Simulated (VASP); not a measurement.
# KCl (Fm-3m) in VASP: further runs

The runs below take KCl through relaxation of cell and atoms, with PBE.

All numbers are computed with VASP 6.6.1; they aren't measurements. Logs are shortened: lines on timing, memory, paths and dates and some standing lists are left out, and cuts for length are marked.

## Step 1: Starting point

The structure is cubic, space group Fm-3m (No. 225). Conventional cell: a = 6.293 Å, b = 6.293 Å, c = 6.293 Å, α = 90.00°, β = 90.00°, γ = 90.00°. K (site symmetry m-3m) has 6 Cl at 3.15 Å as nearest neighbours. Cl (site symmetry m-3m) has 6 K at 3.15 Å as nearest neighbours.

## Step 2: Relaxation of cell and atoms, PBE

The input, INCAR:

```
SYSTEM = KCl
ALGO = Normal
EDIFF = 1E-6
EDIFFG = -0.01
ENCUT = 600
GGA = PE
IBRION = 2
ISIF = 3
ISMEAR = 0
LASPH = .True.
LCHARG = .False.
LREAL = .False.
LWAVE = .False.
NELM = 80
NSW = 90
PREC = Accurate
SIGMA = 0.03
```

The input, KPOINTS:

```
k-points
0
Gamma
  8 8 8
  0 0 0
```

The input, POSCAR:

```
KCl
1.0
    0.0000000000      3.1464700000      3.1464700000
    3.1464700000      0.0000000000      3.1464700000
    3.1464700000      3.1464700000      0.0000000000
K Cl
1 1
Direct
    0.0000000000      0.0000000000      0.0000000000
    0.5000000000      0.5000000000      0.5000000000
```

Potentials or basis: VASP PAW PBE potentials, release 64 (K_sv, Cl).

Started as:

```
$ cat potpaw_PBE.64/K_sv/POTCAR potpaw_PBE.64/Cl/POTCAR > POTCAR
$ mpirun -np 1 vasp_std > vasp.out
```

OUTCAR:

```text
SYSTEM = KCl
   EDIFF = 1E-6
   EDIFFG = -0.01
   ENCUT = 600
   GGA = PE
   IBRION = 2
   ISIF = 3
   ISMEAR = 0
   LASPH = .True.
   LREAL = .False.
   NELM = 80
   NSW = 90
   PREC = Accurate

 ion  position               nearest neighbor table
   1  0.000  0.000  0.000-   2 3.15   2 3.15   2 3.15   2 3.15   2 3.15   2 3.15
   2  0.500  0.500  0.500-   1 3.15   1 3.15   1 3.15   1 3.15   1 3.15   1 3.15

  LATTYP: Found a face centered cubic cell.
 ALAT       =     6.2929400000

  Lattice vectors:

 A1 = (   0.0000000000,   3.1464700000,   3.1464700000)
 A2 = (   3.1464700000,   0.0000000000,   3.1464700000)
 A3 = (   3.1464700000,   3.1464700000,   0.0000000000)

Analysis of symmetry for initial positions (statically):
=====================================================================
 Subroutine PRICEL returns:
 Original cell was already a primitive cell.

 Routine SETGRP: Setting up the symmetry group for a
 face centered cubic supercell.

 Subroutine GETGRP returns: Found 48 space group operations
 (whereof 48 operations were pure point group operations)
 out of a pool of 48 trial point group operations.

The static configuration has the point symmetry O_h .

Analysis of symmetry for dynamics (positions and initial velocities):
=====================================================================
 Subroutine PRICEL returns:
 Original cell was already a primitive cell.

 Routine SETGRP: Setting up the symmetry group for a
 face centered cubic supercell.

 Subroutine GETGRP returns: Found 48 space group operations
 (whereof 48 operations were pure point group operations)
 out of a pool of 48 trial point group operations.

The dynamic configuration has the point symmetry O_h .

 Subroutine INISYM returns: Found 48 space group operations
 (whereof 48 operations are pure point group operations),
 and found     1 'primitive' translations

----------------------------------------------------------------------------------------

                                     Primitive cell

  volume of cell :      62.3018

  direct lattice vectors                    reciprocal lattice vectors
     0.000000000  3.146470000  3.146470000    -0.158908237  0.158908237  0.158908237
     3.146470000  0.000000000  3.146470000     0.158908237 -0.158908237  0.158908237
     3.146470000  3.146470000  0.000000000     0.158908237  0.158908237 -0.158908237

  length of vectors
     4.449780548  4.449780548  4.449780548     0.275237140  0.275237140  0.275237140

  position of ions in fractional coordinates (direct lattice)
     0.000000000  0.000000000  0.000000000
     0.500000000  0.500000000  0.500000000

  ion indices of the primitive-cell ions
   primitive index   ion index
                 1           1
                 2           2

----------------------------------------------------------------------------------------

 KPOINTS: k-points

Automatic generation of k-mesh.
 Grid dimensions read from file:
 generate k-points for:    8    8    8

 Generating k-lattice:

  Cartesian coordinates                     Fractional coordinates (reciprocal lattice)
    -0.019863530  0.019863530  0.019863530     0.125000000  0.000000000  0.000000000
     0.019863530 -0.019863530  0.019863530     0.000000000  0.125000000  0.000000000
     0.019863530  0.019863530 -0.019863530     0.000000000  0.000000000  0.125000000

  Length of vectors
     0.034404642  0.034404642  0.034404642

  Shift w.r.t. Gamma in fractional coordinates (k-lattice)
     0.000000000  0.000000000  0.000000000

 Subroutine IBZKPT returns following result:
 ===========================================

 Found     29 irreducible k-points:

 Following reciprocal coordinates:
            Coordinates               Weight
  0.000000  0.000000  0.000000      1.000000
  0.125000  0.000000  0.000000      8.000000
  0.250000  0.000000  0.000000      8.000000
  0.375000  0.000000  0.000000      8.000000
  0.500000  0.000000  0.000000      4.000000
  0.125000  0.125000  0.000000      6.000000
[... 16 lines left out ...]
  0.500000  0.250000  0.125000     48.000000
 -0.375000  0.250000  0.125000     24.000000
 [... further k-points ...]
   k-points           NKPTS =     29   k-points in BZ     NKDIM =     29   number of bands    NBANDS=     12
   number of dos      NEDOS =    301   number of ions     NIONS =      2
   total plane-waves  NPLWV =  46656
   dimension x,y,z NGX =    36 NGY =   36 NGZ =   36
   dimension x,y,z NGXF=    72 NGYF=   72 NGZF=   72
   ions per type =               1   1
   NGX,Y,Z   is equivalent  to a cutoff of  13.45, 13.45, 13.45 a.u.
   NGXF,Y,Z  is equivalent  to a cutoff of  26.90, 26.90, 26.90 a.u.
 SYSTEM =  KCl
   PREC   = accura    normal or accurate (medium, high low for compatibility)
   ISTART =      0    job   : 0-new  1-cont  2-samecut
   ICHARG =      2    charge: 1-file 2-atom 10-const
   ISPIN  =      1    spin polarized calculation?
   LNONCOLLINEAR =      F non collinear calculations
   LSORBIT =      F    spin-orbit coupling
   LASPH  =      T    aspherical Exc in radial PAW
   ENCUT  =  600.0 eV  44.10 Ry    6.64 a.u.   8.89  8.89  8.89*2*pi/ulx,y,z
   NELM   =     80;   NELMIN=  2; NELMDL= -5     # of ELM steps
   EDIFF  = 0.1E-05   stopping-criterion for ELM
   LREAL  =      F    real-space projection
   EDIFFG = -.1E-01   stopping-criterion for IOM
   NSW    =     90    number of steps for IOM
   IBRION =      2    ionic relax: 0-MD 1-quasi-New 2-CG
   NFREE  =      1    steps in history (QN), initial steepest desc. (CG)
   ISIF   =      3    stress and relaxation
   ISYM   =      2    0-nonsym 1-usesym 2-fastsym
   POTIM  = 0.5000    time-step for ionic-motion
   TEBEG  =    0.0;   TEEND  =   0.0 temperature during run
   PSTRESS=    0.0 pullay stress
   NELECT =      16.0000    total number of electrons
   NUPDOWN=      -1.0000    fix difference up-down
   EMIN   =  10.00;   EMAX   =-10.00  energy-range for DOS
   EFERMI =   0.00;   METHOD = LEGACY
   ISMEAR =     0;   SIGMA  =   0.03  broadening in eV -4-tet -1-fermi 0-gaus
   EFERMI_NEDOS =   21; number of points for ismear=-14 and -15
   IALGO  =     38    algorithm
   IMIX   =      4    mixing-type and parameters
     AMIX     =   0.40;   BMIX     =  1.00
     AMIX_MAG =   1.60;   BMIX_MAG =  1.00
  volume/ion in A,a.u.               =      31.15       210.22
  Fermi-wavevector in a.u.,A,eV,Ry     =   1.040594  1.966437 14.732871  1.082835
  Thomas-Fermi vector in A             =   2.175177
   LORBIT       =      0    0 simple, 1 ext, 2 COOP (PROOUT), +10 PAW based schemes
   GGA     = PE    functional components
   LHFCALC =     F    Hartree Fock is set to
   AEXX    =    0.0000 exact exchange contribution
   IVDW    =     0    specifies the selected vdW correction
   LEPSILON=     F    determine dielectric tensor
   LRPA    =     F    only Hartree local field effects (RPA)
 conjugate gradient relaxation of ions
 non-spin polarized calculation
 Gauss-broadening in eV      SIGMA  =   0.03
  energy-cutoff  :      600.00
  volume of cell :       62.30
 maximum number of plane-waves:      2120
   NGX = 17   NGY = 17   NGZ = 17

--------------------------------------- Ionic step        1  -------------------------------------------

 number of electron      16.0000001 magnetization

 Free energy of the ion-electron system (eV)
  ---------------------------------------------------
  ext. energy  EPLUGINS =         0.00000000
  ---------------------------------------------------
  free energy    TOTEN  =        -6.80420118 eV

  energy without entropy =       -6.80420118  energy(sigma->0) =       -6.80420118

------------------------ aborting loop because EDIFF is reached ----------------------------------------

  FORCE on cell =-STRESS in cart. coord.  units (eV):
  Direction    XX          YY          ZZ          XY          YZ          ZX
  --------------------------------------------------------------------------------------
  -------------------------------------------------------------------------------------
  Total        0.3179132      0.3179132      0.3179132      0.0000000      0.0000000      0.0000000
  in kB        8.1755748      8.1755748      8.1755748      0.0000000      0.0000000      0.0000000
  external PRESSURE =       8.1755748 kB  Pullay stress =       0.0000000 kB
[... 57 lines left out ...]
  energy  without entropy=       -6.8095360930  energy(sigma->0) =       -6.80953609

--------------------------------------- Ionic step        3  -------------------------------------------

 number of electron      15.9999998 magnetization

 Free energy of the ion-electron system (eV)
  ---------------------------------------------------
  ext. energy  EPLUGINS =         0.00000000
  ---------------------------------------------------
  free energy    TOTEN  =        -6.81115092 eV

  energy without entropy =       -6.81115092  energy(sigma->0) =       -6.81115092

 E-fermi :  -1.8205     XC(G=0):  -7.3583

 val. band max:       -2.0136296584   @ k =   0.0000   0.0000   0.0000
 cond. band min:       3.0233082467   @ k =   0.0000   0.0000   0.0000
 fundamental gap:      5.0369379051
 Fermi energy:        -1.8205044757

 k-point     1 :       0.0000    0.0000    0.0000
  band No.  band energies     occupation
      1     -29.3226      2.00000
      2     -14.0826      2.00000
      3     -12.7828      2.00000
      4     -12.7828      2.00000
      5     -12.7828      2.00000
      6      -2.0136      2.00000
      7      -2.0136      2.00000
      8      -2.0136      2.00000
      9       3.0233      0.00000
     10       6.3381      0.00000
     11       6.3381      0.00000
     12       6.3381      0.00000
[... 331 lines left out ...]
 k-point    24 :      -0.3750    0.2500    0.1250
  band No.  band energies     occupation
      1     -29.3130      2.00000
      2     -14.1730      2.00000
      3     -12.8285      2.00000
      4     -12.8103      2.00000
      5     -12.6449      2.00000
      6      -2.7968      2.00000
      7      -2.3864      2.00000
      8      -2.3151      2.00000
      9       5.7292      0.00000
     10       6.2077      0.00000
     11       7.8543      0.00000
     12       7.9710      0.00000

 [... further k-points ...]

------------------------ aborting loop because EDIFF is reached ----------------------------------------

  FORCE on cell =-STRESS in cart. coord.  units (eV):
  Direction    XX          YY          ZZ          XY          YZ          ZX
  --------------------------------------------------------------------------------------
  -------------------------------------------------------------------------------------
  Total       -0.0010269     -0.0010269     -0.0010269      0.0000000      0.0000000     -0.0000000
  in kB       -0.0252549     -0.0252549     -0.0252549      0.0000000      0.0000000     -0.0000000
  external PRESSURE =      -0.0252549 kB  Pullay stress =       0.0000000 kB
[... 17 lines left out ...]
  FREE ENERGIE OF THE ION-ELECTRON SYSTEM (eV)
  ---------------------------------------------------
  free  energy   TOTEN  =        -6.8111509157 eV

  energy  without entropy=       -6.8111509157  energy(sigma->0) =       -6.81115092

 reached required accuracy - stopping structural energy minimisation
```

Wall time 80 s (1 thread of Intel Xeon Platinum 8259CL at 2.50GHz (Skylake/Cascade Lake), shared host); peak memory 0.22 GiB.

What came out:

```yaml
Free_energy: -6.8112 eV
Relaxed_volume: 32.57 Å³/atom
Relaxed_cell: a = 4.517 Å, b = 4.517 Å, c = 4.517 Å, α = 60.00°, β = 60.00°, γ = 60.00°
Space_group_after_relaxing_to_0.05_Å: Fm-3m (No. 225)
Energy_gained_by_relaxing: 3.5 meV/atom
Ionic_steps: 3
Pressure_after_relaxing: 0.0 GPa
Band_gap_on_the_k_mesh: 5.04 eV, direct
```

The path:
| step | energy change (eV) | largest force (eV/Å) | pressure (GPa) | volume (Å³) |
| --- | --- | --- | --- | --- |
| 1 | 0.0000 | 0.0000 | 0.82 | 62.30 |
| 2 | -0.0053 | 0.0000 | 0.37 | 63.75 |
| 3 | -0.0069 | 0.0000 | 0.00 | 65.15 |

Final structure:
```
K Cl
1.0
     0.00000    3.19365    3.19365
     3.19365    0.00000    3.19365
     3.19365    3.19365    0.00000
K Cl
1 1
Direct
  0.00000 0.00000 0.00000
  0.50000 0.50000 0.50000
```

Levels at points of the mesh, in eV from the valence-band top:
```tsv
k point	band 5	band 6	band 7	band 8	band 9	band 10	band 11	band 12
(0.00, 0.00, 0.00)	-10.77	0.00	0.00	0.00	5.04	8.35	8.35	8.35
(0.50, 0.00, 0.00)	-10.55	-0.98	-0.29	-0.29	7.46	8.42	10.38	10.38
(0.50, 0.50, 0.00)	-10.82	-0.63	-0.21	-0.21	6.56	8.15	9.81	10.15
```

A k mesh can miss the band edges. PBE usually gives volumes a little too large and moduli too small.

## Step 3: Relaxation of cell and atoms, PBE

This run uses another cell than the first one, of 32.57 Å³/atom, 1.046 times its volume.

Changes to INCAR since step 2:

```diff
@@ -2,4 +2,4 @@
 ALGO = Normal
-EDIFF = 1E-6
-EDIFFG = -0.01
+EDIFF = 1E-7
+EDIFFG = -0.005
 ENCUT = 600
```

KPOINTS is that of step 2.

The input, POSCAR:

```
KCl                                     
1.0
    0.0000000000      3.1936514230      3.1936514230
    3.1936514230     -0.0000000000      3.1936514230
    3.1936514230      3.1936514230      0.0000000000
  K               Cl            
     1     1
Direct
     0.0000000000000000    0.0000000000000000    0.0000000000000000
     0.5000000000000000    0.5000000000000000    0.5000000000000000
```

Potentials or basis: VASP PAW PBE potentials, release 64 (K_sv, Cl).

Started as:

```
$ cat potpaw_PBE.64/K_sv/POTCAR potpaw_PBE.64/Cl/POTCAR > POTCAR
$ mpirun -np 1 vasp_std > vasp.out
```

Run time: 26 s. Hardware: 1 thread of Intel Xeon Platinum 8259CL at 2.50GHz (Skylake/Cascade Lake), shared host; peak memory 0.21 GiB.

It converged, with:

- Free energy: -6.8113 eV
- Pressure after relaxing: 0.0 GPa
- Band gap on the k mesh: 5.04 eV, direct

Final structure:
```
K Cl
1.0
     0.00000    3.19365    3.19365
     3.19365    0.00000    3.19365
     3.19365    3.19365    0.00000
K Cl
1 1
Direct
  0.00000 0.00000 0.00000
  0.50000 0.50000 0.50000
```

Levels at points of the mesh, in eV from the valence-band top:
```csv
k point,band 6,band 7,band 8,band 9,band 10,band 11
"(0.00, 0.00, 0.00)",0.00,0.00,0.00,5.04,8.35,8.35
"(0.50, 0.00, 0.00)",-0.98,-0.29,-0.29,7.46,8.42,10.38
"(0.50, 0.50, 0.00)",-0.63,-0.21,-0.21,6.56,8.15,9.81
```

Caveat: the relaxation stopped at its first step, so nothing moved.
